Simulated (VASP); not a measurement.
The system is MoS2.

```
Mo S
1.0
     0.00000    2.99595    2.99595
     2.99595    0.00000    2.99595
     2.99595    2.99595    0.00000
Mo S
1 2
Direct
  0.00000 0.00000 0.00000
  0.25000 0.25000 0.25000
  0.75000 0.75000 0.75000
```

Measurements of this composition are mostly on another form, of space group No. 194.

Base run:

```yaml
Program: VASP 6.6.1
Functional: PBE
Potentials_or_basis: VASP PAW PBE potentials, release 64 (Mo_sv, S)
Cutoff: 520 eV
k_mesh: 6 × 6 × 6
Occupations: gaussian, width 0.05 eV
Spin: collinear spin, ferromagnetic start
Starting_moments: "[1.0, 0.0, 0.0] μB"
Fixed_moment: 3 μB
Hubbard_terms: Mo d U = 5 eV
```

Its results: pressure 9.3 GPa; net moment 3.00 μB per cell; site moments Mo +2.66; S -0.00 μB.

Q: The run is repeated on the same cell with these changes: fixed moment from 3 μB to none; further incar settings from ALGO = Normal; EDIFF = 1e-06; NBANDS = 24 to ALGO = Normal; EDIFF = 1e-07; NBANDS = 24. What comes out?

A: Pressure 5.2 GPa; net moment 2.01 μB per cell; site moments Mo +2.20; S -0.17 μB.

Caveats: the moment is held away from its start (some runs); the total moment is fixed, so each spin has its own Fermi level (some runs).
